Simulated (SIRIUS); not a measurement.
# BAs (F-43m) in SIRIUS: reference runs, part 3 of 4

SIRIUS 7.12.0.

## Step 5: Equation of state, PBEsol, 13.35 Å³/atom (volume scaled by 0.98)

Input file sirius.json:

```json
{
  "control": {
    "processing_unit": "cpu",
    "std_evp_solver_name": "lapack",
    "gen_evp_solver_name": "lapack",
    "verbosity": 2,
    "print_forces": false,
    "ortho_rf": true,
    "use_second_variation": true,
    "rmt_max": 3.0,
    "num_bands_to_print": 21,
    "save_wf": true
  },
  "parameters": {
    "electronic_structure_method": "full_potential_lapwlo",
    "xc_functionals": ["XC_GGA_X_PBE_SOL", "XC_GGA_C_PBE_SOL"],
    "core_relativity": "dirac",
    "valence_relativity": "iora",
    "num_fv_states": 21,
    "smearing": "fermi_dirac",
    "smearing_width": 0.0018374661,
    "pw_cutoff": 21,
    "gk_cutoff": 4.09,
    "lmax_apw": 10,
    "lmax_rho": 8,
    "lmax_pot": 8,
    "num_mag_dims": 0,
    "auto_rmt": 0,
    "ngridk": [10, 10, 10],
    "shiftk": [0, 0, 0],
    "num_dft_iter": 80,
    "energy_tol": 1e-07,
    "density_tol": 1e-05,
    "use_symmetry": true
  },
  "settings": {"tol_ne": 1e-10},
  "iterative_solver": {"type": "exact"},
  "mixer": {"type": "anderson", "beta": 0.5, "max_history": 8},
  "unit_cell": {
    "lattice_vectors": [[0.0, 4.4833172456, 4.4833172456], [4.4833172456, 0.0, 4.4833172456], [4.4833172456, 4.4833172456, 0.0]],
    "atom_types": ["As", "B"],
    "atom_files": {"As": "As.json", "B": "B.json"},
    "atoms": {"As": [[0.75, 0.75, 0.75]], "B": [[0.0, 0.0, 0.0]]}
  }
}
```

Input file As.json:

```json
{
  "name": "arsenic",
  "symbol": "As",
  "number": 33,
  "mass": 74.9216,
  "rmin": 1e-06,
  "rmt": 2.18,
  "nrmt": 800,
  "rinf": 15.07,
  "core": "1s2s2p",
  "valence": [
    {"basis": [{"enu": 0.1, "dme": 0, "n": 0, "auto": 0}, {"enu": 0.1, "dme": 1, "n": 0, "auto": 0}]},
    {"l": 0, "n": 1, "basis": [{"enu": 0.0786, "dme": 0, "n": 0, "auto": 0}]},
    {"l": 1, "n": 2, "basis": [{"enu": 0.2, "dme": 0, "n": 0, "auto": 0}]},
    {"l": 2, "n": 3, "basis": [{"enu": 0.2, "dme": 0, "n": 0, "auto": 0}]},
    {"l": 3, "n": 4, "basis": [{"enu": 0.2, "dme": 0, "n": 0, "auto": 0}]}
  ],
  "lo": [
    {
      "l": 0,
      "basis": [{"enu": 0.0786, "dme": 0, "n": 0, "auto": 0}, {"enu": 0.0786, "dme": 1, "n": 0, "auto": 0}]
    },
    {
      "l": 0,
      "basis": [{"enu": 0.0786, "dme": 1, "n": 0, "auto": 0}, {"enu": 0.0786, "dme": 2, "n": 0, "auto": 0}]
    },
    {
      "l": 0,
      "basis": [{"enu": -6.5508, "dme": 0, "n": 3, "auto": 1}, {"enu": -6.5508, "dme": 1, "n": 3, "auto": 1}]
    },
    {
      "l": 0,
      "basis": [{"enu": 0.0786, "dme": 0, "n": 0, "auto": 0}, {"enu": 2.6036, "dme": 0, "n": 0, "auto": 0}]
    },
    {"l": 1, "basis": [{"enu": 0.2, "dme": 0, "n": 0, "auto": 0}, {"enu": 0.2, "dme": 1, "n": 0, "auto": 0}]},
    {
      "l": 1,
      "basis": [{"enu": -4.5009, "dme": 0, "n": 3, "auto": 1}, {"enu": -4.5009, "dme": 1, "n": 3, "auto": 1}]
    },
    {"l": 1, "basis": [{"enu": -4.5009, "dme": 1, "n": 3, "auto": 1}, {"enu": 0.2, "dme": 0, "n": 0, "auto": 0}]},
    {"l": 1, "basis": [{"enu": 0.2, "dme": 0, "n": 0, "auto": 0}, {"enu": 4.0717, "dme": 0, "n": 0, "auto": 0}]},
    {"l": 2, "basis": [{"enu": 0.2, "dme": 0, "n": 0, "auto": 0}, {"enu": 0.2, "dme": 1, "n": 0, "auto": 0}]},
    {
      "l": 2,
      "basis": [{"enu": -1.1085, "dme": 0, "n": 3, "auto": 1}, {"enu": -1.1085, "dme": 1, "n": 3, "auto": 1}]
    },
    {"l": 2, "basis": [{"enu": -1.1085, "dme": 1, "n": 3, "auto": 1}, {"enu": 0.2, "dme": 0, "n": 0, "auto": 0}]},
    {"l": 2, "basis": [{"enu": 0.2, "dme": 0, "n": 0, "auto": 0}, {"enu": 4.5767, "dme": 0, "n": 0, "auto": 0}]},
    {"l": 3, "basis": [{"enu": 0.2, "dme": 0, "n": 0, "auto": 0}, {"enu": 0.2, "dme": 1, "n": 0, "auto": 0}]},
    {"l": 3, "basis": [{"enu": 0.2, "dme": 0, "n": 0, "auto": 0}, {"enu": 3.8613, "dme": 0, "n": 0, "auto": 0}]}
  ],
  "free_atom": [... radial grid and density of the free atom, the start of the SCF ...]
}
```

Input file B.json:

```json
{
  "name": "boron",
  "symbol": "B",
  "number": 5,
  "mass": 10.811,
  "rmin": 1e-06,
  "rmt": 1.59,
  "nrmt": 800,
  "rinf": 17.81,
  "core": "",
  "valence": [
    {"basis": [{"enu": 0.1, "dme": 0, "n": 0, "auto": 0}, {"enu": 0.1, "dme": 1, "n": 0, "auto": 0}]},
    {"l": 0, "n": 1, "basis": [{"enu": 0.1459, "dme": 0, "n": 0, "auto": 0}]},
    {"l": 1, "n": 2, "basis": [{"enu": 0.2, "dme": 0, "n": 0, "auto": 0}]},
    {"l": 2, "n": 3, "basis": [{"enu": 0.2, "dme": 0, "n": 0, "auto": 0}]},
    {"l": 3, "n": 4, "basis": [{"enu": 0.2, "dme": 0, "n": 0, "auto": 0}]}
  ],
  "lo": [
    {
      "l": 0,
      "basis": [{"enu": 0.1459, "dme": 0, "n": 0, "auto": 0}, {"enu": 0.1459, "dme": 1, "n": 0, "auto": 0}]
    },
    {
      "l": 0,
      "basis": [{"enu": 0.1459, "dme": 1, "n": 0, "auto": 0}, {"enu": 0.1459, "dme": 2, "n": 0, "auto": 0}]
    },
    {
      "l": 0,
      "basis": [{"enu": -6.2264, "dme": 0, "n": 1, "auto": 1}, {"enu": -6.2264, "dme": 1, "n": 1, "auto": 1}]
    },
    {
      "l": 0,
      "basis": [{"enu": 0.1459, "dme": 0, "n": 0, "auto": 0}, {"enu": 4.8925, "dme": 0, "n": 0, "auto": 0}]
    },
    {"l": 1, "basis": [{"enu": 0.2, "dme": 0, "n": 0, "auto": 0}, {"enu": 0.2, "dme": 1, "n": 0, "auto": 0}]},
    {"l": 1, "basis": [{"enu": 0.2, "dme": 1, "n": 0, "auto": 0}, {"enu": 0.2, "dme": 2, "n": 0, "auto": 0}]},
    {"l": 1, "basis": [{"enu": 0.2, "dme": 0, "n": 0, "auto": 0}, {"enu": 5.6586, "dme": 0, "n": 0, "auto": 0}]},
    {"l": 2, "basis": [{"enu": 0.2, "dme": 0, "n": 0, "auto": 0}, {"enu": 0.2, "dme": 1, "n": 0, "auto": 0}]},
    {"l": 2, "basis": [{"enu": 0.2, "dme": 1, "n": 0, "auto": 0}, {"enu": 0.2, "dme": 2, "n": 0, "auto": 0}]},
    {"l": 2, "basis": [{"enu": 0.2, "dme": 0, "n": 0, "auto": 0}, {"enu": 6.3706, "dme": 0, "n": 0, "auto": 0}]},
    {"l": 3, "basis": [{"enu": 0.2, "dme": 0, "n": 0, "auto": 0}, {"enu": 0.2, "dme": 1, "n": 0, "auto": 0}]}
  ],
  "free_atom": [... radial grid and density of the free atom, the start of the SCF ...]
}
```

Input file sirius_start.json:

```json
{
  "control": {
    "processing_unit": "cpu",
    "std_evp_solver_name": "lapack",
    "gen_evp_solver_name": "lapack",
    "verbosity": 1,
    "print_forces": false,
    "ortho_rf": true,
    "use_second_variation": true,
    "rmt_max": 3.0,
    "num_bands_to_print": 21,
    "save_wf": false
  },
  "parameters": {
    "electronic_structure_method": "full_potential_lapwlo",
    "xc_functionals": ["XC_LDA_X", "XC_LDA_C_PW"],
    "core_relativity": "dirac",
    "valence_relativity": "iora",
    "num_fv_states": 21,
    "smearing": "fermi_dirac",
    "smearing_width": 0.0055123983,
    "pw_cutoff": 21,
    "gk_cutoff": 3.27,
    "lmax_apw": 10,
    "lmax_rho": 8,
    "lmax_pot": 8,
    "num_mag_dims": 0,
    "auto_rmt": 0,
    "ngridk": [4, 4, 4],
    "shiftk": [0, 0, 0],
    "num_dft_iter": 30,
    "energy_tol": 0.01,
    "density_tol": 0.05,
    "use_symmetry": true
  },
  "settings": {"tol_ne": 1e-10},
  "iterative_solver": {"type": "exact"},
  "mixer": {"type": "anderson", "beta": 0.5, "max_history": 8},
  "unit_cell": {
    "lattice_vectors": [[0.0, 4.4833172456, 4.4833172456], [4.4833172456, 0.0, 4.4833172456], [4.4833172456, 4.4833172456, 0.0]],
    "atom_types": ["As", "B"],
    "atom_files": {"As": "As.json", "B": "B.json"},
    "atoms": {"As": [[0.75, 0.75, 0.75]], "B": [[0.0, 0.0, 0.0]]}
  }
}
```

Command:

```console
OMP_NUM_THREADS=1 sirius.scf --input=sirius_start.json --output=start.json
OMP_NUM_THREADS=1 sirius.scf --input=sirius.json --output=output.json --task=1
```

It took 35 s on 1 thread of Intel Xeon Platinum 8488C (Sapphire Rapids), shared host; peak memory 0.45 GiB.

The run converged. Its results:

- Free energy: -62157.0998 eV
- Band gap on the k mesh: 1.07 eV, indirect (least direct gap 3.27 eV)
- All electrons inside the program's atomic spheres: As 31.09; B 3.48 (radii As 2.18, B 1.59 bohr)

## Step 6: Equation of state, PBEsol, 13.90 Å³/atom (volume scaled by 1.02)

sirius.json: that of step 5 with these lines changed.

```diff
@@ -39,3 +39,3 @@
   "unit_cell": {
-    "lattice_vectors": [[0.0, 4.4833172456, 4.4833172456], [4.4833172456, 0.0, 4.4833172456], [4.4833172456, 4.4833172456, 0.0]],
+    "lattice_vectors": [[0.0, 4.5435031824, 4.5435031824], [4.5435031824, 0.0, 4.5435031824], [4.5435031824, 4.5435031824, 0.0]],
     "atom_types": ["As", "B"],
```

Input file As.json:

```json
{
  "name": "arsenic",
  "symbol": "As",
  "number": 33,
  "mass": 74.9216,
  "rmin": 1e-06,
  "rmt": 2.18,
  "nrmt": 800,
  "rinf": 15.07,
  "core": "1s2s2p",
  "valence": [
    {"basis": [{"enu": 0.08, "dme": 0, "n": 0, "auto": 0}, {"enu": 0.08, "dme": 1, "n": 0, "auto": 0}]},
    {"l": 0, "n": 1, "basis": [{"enu": 0.0586, "dme": 0, "n": 0, "auto": 0}]},
    {"l": 1, "n": 2, "basis": [{"enu": 0.18, "dme": 0, "n": 0, "auto": 0}]},
    {"l": 2, "n": 3, "basis": [{"enu": 0.18, "dme": 0, "n": 0, "auto": 0}]},
    {"l": 3, "n": 4, "basis": [{"enu": 0.18, "dme": 0, "n": 0, "auto": 0}]}
  ],
  "lo": [
    {
      "l": 0,
      "basis": [{"enu": 0.0586, "dme": 0, "n": 0, "auto": 0}, {"enu": 0.0586, "dme": 1, "n": 0, "auto": 0}]
    },
    {
      "l": 0,
      "basis": [{"enu": 0.0586, "dme": 1, "n": 0, "auto": 0}, {"enu": 0.0586, "dme": 2, "n": 0, "auto": 0}]
    },
    {
      "l": 0,
      "basis": [{"enu": -6.5708, "dme": 0, "n": 3, "auto": 1}, {"enu": -6.5708, "dme": 1, "n": 3, "auto": 1}]
    },
    {
      "l": 0,
      "basis": [{"enu": 0.0586, "dme": 0, "n": 0, "auto": 0}, {"enu": 2.5836, "dme": 0, "n": 0, "auto": 0}]
    },
    {"l": 1, "basis": [{"enu": 0.18, "dme": 0, "n": 0, "auto": 0}, {"enu": 0.18, "dme": 1, "n": 0, "auto": 0}]},
    {
      "l": 1,
      "basis": [{"enu": -4.5209, "dme": 0, "n": 3, "auto": 1}, {"enu": -4.5209, "dme": 1, "n": 3, "auto": 1}]
    },
    {
      "l": 1,
      "basis": [{"enu": -4.5209, "dme": 1, "n": 3, "auto": 1}, {"enu": 0.18, "dme": 0, "n": 0, "auto": 0}]
    },
    {"l": 1, "basis": [{"enu": 0.18, "dme": 0, "n": 0, "auto": 0}, {"enu": 4.0517, "dme": 0, "n": 0, "auto": 0}]},
    {"l": 2, "basis": [{"enu": 0.18, "dme": 0, "n": 0, "auto": 0}, {"enu": 0.18, "dme": 1, "n": 0, "auto": 0}]},
    {
      "l": 2,
      "basis": [{"enu": -1.1285, "dme": 0, "n": 3, "auto": 1}, {"enu": -1.1285, "dme": 1, "n": 3, "auto": 1}]
    },
    {
      "l": 2,
      "basis": [{"enu": -1.1285, "dme": 1, "n": 3, "auto": 1}, {"enu": 0.18, "dme": 0, "n": 0, "auto": 0}]
    },
    {"l": 2, "basis": [{"enu": 0.18, "dme": 0, "n": 0, "auto": 0}, {"enu": 4.5567, "dme": 0, "n": 0, "auto": 0}]},
    {"l": 3, "basis": [{"enu": 0.18, "dme": 0, "n": 0, "auto": 0}, {"enu": 0.18, "dme": 1, "n": 0, "auto": 0}]},
    {"l": 3, "basis": [{"enu": 0.18, "dme": 0, "n": 0, "auto": 0}, {"enu": 3.8413, "dme": 0, "n": 0, "auto": 0}]}
  ],
  "free_atom": [... radial grid and density of the free atom, the start of the SCF ...]
}
```

Input file B.json:

```json
{
  "name": "boron",
  "symbol": "B",
  "number": 5,
  "mass": 10.811,
  "rmin": 1e-06,
  "rmt": 1.59,
  "nrmt": 800,
  "rinf": 17.81,
  "core": "",
  "valence": [
    {"basis": [{"enu": 0.08, "dme": 0, "n": 0, "auto": 0}, {"enu": 0.08, "dme": 1, "n": 0, "auto": 0}]},
    {"l": 0, "n": 1, "basis": [{"enu": 0.1259, "dme": 0, "n": 0, "auto": 0}]},
    {"l": 1, "n": 2, "basis": [{"enu": 0.18, "dme": 0, "n": 0, "auto": 0}]},
    {"l": 2, "n": 3, "basis": [{"enu": 0.18, "dme": 0, "n": 0, "auto": 0}]},
    {"l": 3, "n": 4, "basis": [{"enu": 0.18, "dme": 0, "n": 0, "auto": 0}]}
  ],
  "lo": [
    {
      "l": 0,
      "basis": [{"enu": 0.1259, "dme": 0, "n": 0, "auto": 0}, {"enu": 0.1259, "dme": 1, "n": 0, "auto": 0}]
    },
    {
      "l": 0,
      "basis": [{"enu": 0.1259, "dme": 1, "n": 0, "auto": 0}, {"enu": 0.1259, "dme": 2, "n": 0, "auto": 0}]
    },
    {
      "l": 0,
      "basis": [{"enu": -6.2464, "dme": 0, "n": 1, "auto": 1}, {"enu": -6.2464, "dme": 1, "n": 1, "auto": 1}]
    },
    {
      "l": 0,
      "basis": [{"enu": 0.1259, "dme": 0, "n": 0, "auto": 0}, {"enu": 4.8725, "dme": 0, "n": 0, "auto": 0}]
    },
    {"l": 1, "basis": [{"enu": 0.18, "dme": 0, "n": 0, "auto": 0}, {"enu": 0.18, "dme": 1, "n": 0, "auto": 0}]},
    {"l": 1, "basis": [{"enu": 0.18, "dme": 1, "n": 0, "auto": 0}, {"enu": 0.18, "dme": 2, "n": 0, "auto": 0}]},
    {"l": 1, "basis": [{"enu": 0.18, "dme": 0, "n": 0, "auto": 0}, {"enu": 5.6386, "dme": 0, "n": 0, "auto": 0}]},
    {"l": 2, "basis": [{"enu": 0.18, "dme": 0, "n": 0, "auto": 0}, {"enu": 0.18, "dme": 1, "n": 0, "auto": 0}]},
    {"l": 2, "basis": [{"enu": 0.18, "dme": 1, "n": 0, "auto": 0}, {"enu": 0.18, "dme": 2, "n": 0, "auto": 0}]},
    {"l": 2, "basis": [{"enu": 0.18, "dme": 0, "n": 0, "auto": 0}, {"enu": 6.3506, "dme": 0, "n": 0, "auto": 0}]},
    {"l": 3, "basis": [{"enu": 0.18, "dme": 0, "n": 0, "auto": 0}, {"enu": 0.18, "dme": 1, "n": 0, "auto": 0}]}
  ],
  "free_atom": [... radial grid and density of the free atom, the start of the SCF ...]
}
```

sirius_start.json: that of step 5 with these lines changed.

```diff
@@ -39,3 +39,3 @@
   "unit_cell": {
-    "lattice_vectors": [[0.0, 4.4833172456, 4.4833172456], [4.4833172456, 0.0, 4.4833172456], [4.4833172456, 4.4833172456, 0.0]],
+    "lattice_vectors": [[0.0, 4.5435031824, 4.5435031824], [4.5435031824, 0.0, 4.5435031824], [4.5435031824, 4.5435031824, 0.0]],
     "atom_types": ["As", "B"],
```

Potentials or basis: all-electron FP-LAPW, apw+lo standard.

Command:

```console
OMP_NUM_THREADS=1 sirius.scf --input=sirius_start.json --output=start.json
OMP_NUM_THREADS=1 sirius.scf --input=sirius.json --output=output.json --task=1
```

Standard output:

```text
[info] SIRIUS version : 7.12.0
[info] number of MPI ranks           : 1
[info] MPI grid                      : 1 1
[info] maximum number of OMP threads : 1
[fft] FFT context for density and potential
[fft] =====================================
[fft]   plane wave cutoff                     : 21
[fft]   grid size                             : 45 45 45   total : 91125
[fft]   grid limits                           : -22 22   -22 22   -22 22
[fft]   number of G-vectors within the cutoff : 29363
[fft]   number of G-shells                    : 800
[fft] FFT context for coarse grid
[fft] =====================================
[fft]   plane wave cutoff                     : 8.18
[fft]   grid size                             : 20 20 20   total : 8000
[fft]   grid limits                           : -9 10   -9 10   -9 10
[fft]   number of G-vectors within the cutoff : 1759
[fft]   number of G-shells                    : 69
[unit cell] lattice vectors
[... 425 lines left out ...]
[find] band gap (eV)                  :       1.10424780
[find] Efermi                         :       0.28899664
[find] iteration : 7, RMS (target) : 1.7086e-07 (1.0000e-05) , energy difference (target) : -4.0000e-09 (1.0000e-07)
[find] converged after 8 SCF iterations!
[find] Charges and magnetic moments
[find] --------------------------------------------------------------------------------
[find] atom      charge    core leakage
[find] --------------------------------------------------------------------------------
[find]    0   31.042905    0.000000e+00
[find]    1    3.443628    0.000000e+00
[find] total core leakage    : 0.00000000e+00
[find] interstitial charge   : 3.513467
[find] total charge          : 37.999999
[find] Energy
[find] --------------------------------------------------------------------------------
[find] valence_eval_sum               :     -62.16890732
[find] core_eval_sum                  :   -1252.40419855
[find] kinetic energy                 :    2333.40542570
[find] enuc                           :   -2763.96511283
[find] <rho|V^{XC}>                   :    -113.02851651
[find] <rho|E^{XC}>                   :     -86.19639645
[find] <mag|B^{XC}>                   :       0.00000000
[find] <rho|V^{H}>                    :   -3534.95001506
[find] smearing (-TS)                 :      -0.00000001
[find] SCF correction                 :      -0.00000013
[find] Total energy                   :   -2284.23109124 (Ha),   -4568.46218248 (Ry)
[find] Free energy (E-TS)             :   -2284.23109125 (Ha),   -4568.46218250 (Ry)
[find] band gap (eV)                  :       1.10424780
[find] Efermi                         :       0.28899664
```

Wall time 38 s (1 thread of Intel Xeon Platinum 8488C (Sapphire Rapids), shared host); peak memory 0.46 GiB.

Results:

```
Free energy                                       : -62157.0945 eV
Band gap on the k mesh                            : 1.10 eV, indirect (least direct gap 3.22 eV)
All electrons inside the program's atomic spheres : As 31.04; B 3.44 (radii As 2.18, B 1.59 bohr)
```

(Part 3 of 4 ends here.)
